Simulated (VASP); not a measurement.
## A VASP 6.6.1 single-point calculation on SiC

INCAR

```
IBRION = -1
ISMEAR = 0
LCHARG = .FALSE.
SIGMA = 0.01
NBANDS = 11
METAGGA = R2SCAN
NELM = 96
NSW = 0
LWAVE = .FALSE.
ENCUT = 520
LASPH = .TRUE.
ISIF = 2
ALGO = Normal
LREAL = .FALSE.
PREC = Single
EDIFF = 1E-7
```

KPOINTS

```
KPOINTS created by Atomic Simulation Environment
0
Gamma
10 10 10
0 0 0
```

POSCAR

```
Si C
 1.0000000000000000
     0.0000000000000000    2.1127107805000001    2.1127107805000001
     2.1127107805000001    0.0000000000000000    2.1127107805000001
     2.1127107805000001    2.1127107805000001    0.0000000000000000
 Si  C
   1   1
Cartesian
  0.0000000000000000  0.0000000000000000  0.0000000000000000
  1.0563553902500000  1.0563553902500000  1.0563553902500000
```

The recommended PBE PAW datasets give the neutral cell 8 valence electrons.

Command

```
mpirun -np 1 vasp_std
```

OSZICAR

```
N       E                     dE             d eps       ncg     rms          rms(c)
DAV:   1    -0.423926684206E+00   -0.42393E+00   -0.42177E+03  1082   0.640E+02
DAV:   2    -0.217352106149E+02   -0.21311E+02   -0.20201E+02  1314   0.116E+02
DAV:   3    -0.223818577946E+02   -0.64665E+00   -0.64550E+00  1284   0.167E+01
DAV:   4    -0.223839532150E+02   -0.20954E-02   -0.20953E-02  1165   0.124E+00
DAV:   5    -0.223839609523E+02   -0.77373E-05   -0.77373E-05  1276   0.696E-02    0.103E+01
DAV:   6    -0.191821112230E+02    0.32018E+01   -0.51563E+00  1130   0.112E+01    0.579E+00
DAV:   7    -0.191876661754E+02   -0.55550E-02   -0.63579E-01  1256   0.464E+00    0.267E+00
DAV:   8    -0.191985505519E+02   -0.10884E-01   -0.20463E-02  1118   0.113E+00    0.247E-01
DAV:   9    -0.191989430920E+02   -0.39254E-03   -0.43211E-04  1341   0.182E-01    0.166E-01
DAV:  10    -0.191989990607E+02   -0.55969E-04   -0.57876E-05  1139   0.722E-02    0.132E-02
DAV:  11    -0.191989994181E+02   -0.35747E-06   -0.12636E-06  1281   0.663E-03    0.416E-03
DAV:  12    -0.191989993971E+02    0.21013E-07   -0.20021E-07  1178   0.387E-03
   1 F= -.19198999E+02 E0= -.19198999E+02  d E =-.589507E-41
```

From OUTCAR

```
k-points           NKPTS =     47   k-points in BZ     NKDIM =     47   number of bands    NBANDS=     11

   NELECT =       8.0000    total number of electrons

   dimension x,y,z NGX =    24 NGY =   24 NGZ =   24
   dimension x,y,z NGXF=    24 NGYF=   24 NGZF=   24

  energy-cutoff  :      520.00
  volume of cell :       18.86
      direct lattice vectors                 reciprocal lattice vectors
     0.000000000  2.112710781  2.112710781    -0.236662777  0.236662777  0.236662777
     2.112710781  0.000000000  2.112710781     0.236662777 -0.236662777  0.236662777
     2.112710781  2.112710781  0.000000000     0.236662777  0.236662777 -0.236662777

 k-points in reciprocal lattice and weights: KPOINTS created by Atomic Simulation Env
   0.00000000  0.00000000  0.00000000       0.001
   0.10000000  0.00000000  0.00000000       0.008
   0.20000000  0.00000000  0.00000000       0.008
   0.30000000  0.00000000  0.00000000       0.008
   0.40000000  0.00000000  0.00000000       0.008
   0.50000000  0.00000000  0.00000000       0.004
   0.10000000  0.10000000  0.00000000       0.006
   0.20000000  0.10000000  0.00000000       0.024
   ...

 E-fermi :   9.1422

 k-point     1 :       0.0000    0.0000    0.0000
  band No.  band energies     occupation
      1      -7.8851      2.00000
      2       9.0505      2.00000
      3       9.0505      2.00000
      4       9.0505      2.00000
      5      17.0628      0.00000
      6      17.6249      0.00000
      7      17.6250      0.00000
      8      17.6250      0.00000
      9      24.8494      0.00000
     10      24.8494      0.00000
     11      28.2475      0.00000

 k-point     2 :       0.1000    0.0000    0.0000
  band No.  band energies     occupation
      1      -7.6674      2.00000
      2       7.9874      2.00000
      3       8.9092      2.00000
      4       8.9092      2.00000
      5      17.1183      0.00000
      6      17.8978      0.00000
      7      17.8979      0.00000
      8      18.1569      0.00000
      9      23.8335      0.00000
     10      23.8336      0.00000
     11      27.2935      0.00000

 k-point     3 :       0.2000    0.0000    0.0000
  band No.  band energies     occupation
      1      -7.0241      2.00000
      2       5.6899      2.00000
      3       8.5831      2.00000
      4       8.5831      2.00000
      5      16.7218      0.00000
      6      18.2491      0.00000
      7      18.2492      0.00000
      8      19.5582      0.00000
      9      23.1531      0.00000
     10      23.1531      0.00000
     11      26.3482      0.00000

 k-point     4 :       0.3000    0.0000    0.0000
  band No.  band energies     occupation
      1      -5.9946      2.00000
      2       3.1455      2.00000
      3       8.2452      2.00000
      4       8.2453      2.00000
      5      16.3127      0.00000
      6      17.9480      0.00000
      7      17.9481      0.00000
      8      20.4795      0.00000
      9      24.2327      0.00000
     10      24.2328      0.00000
     11      26.2823      0.00000

 k-point     5 :       0.4000    0.0000    0.0000
  band No.  band energies     occupation
      1      -4.7187      2.00000
      2       0.8699      2.00000
      3       8.0105      2.00000
      4       8.0106      2.00000
      5      16.0514      0.00000
      6      17.4331      0.00000
      7      17.4331      0.00000
      8      20.6244      0.00000
      9      26.5349      0.00000
     10      26.5349      0.00000
     11      27.1559      0.00000

 ...

  Total        2.8844278      2.8844278      2.8844278      0.0000000      0.0000000      0.0000000
  in kB      245.0304828    245.0304828    245.0304828      0.0000000      0.0000000      0.0000000
  external PRESSURE =     245.0304828 kB  Pullay stress =       0.0000000 kB

 POSITION                                       TOTAL-FORCE (eV/Angst)
 -----------------------------------------------------------------------------------
      0.00000      0.00000      0.00000         0.000000      0.000000      0.000000
      1.05636      1.05636      1.05636        -0.000000     -0.000000     -0.000000
 -----------------------------------------------------------------------------------
    total drift:                                0.000005      0.000005      0.000007

  FREE ENERGIE OF THE ION-ELECTRON SYSTEM (eV)
  ---------------------------------------------------
  free  energy   TOTEN  =       -19.1989993971 eV

  energy  without entropy=      -19.1989993971  energy(sigma->0) =      -19.19899940
```

It converged. Results: gap between bands v and c on the k mesh 1.66 eV; least direct gap on the k mesh 5.17 eV; pressure 24.5 GPa. Band v is the last that the valence electrons fill when counted band by band, and c is the next.

For comparison, a separate r²SCAN run of the intended cell, on usual settings and not on those above, gives a gap of 1.66 eV on its mesh and a pressure of 24.5 GPa.

The run above took about 22 s on one core of a shared host (Intel Xeon Platinum 8488C) and held 0.11 GiB at most.
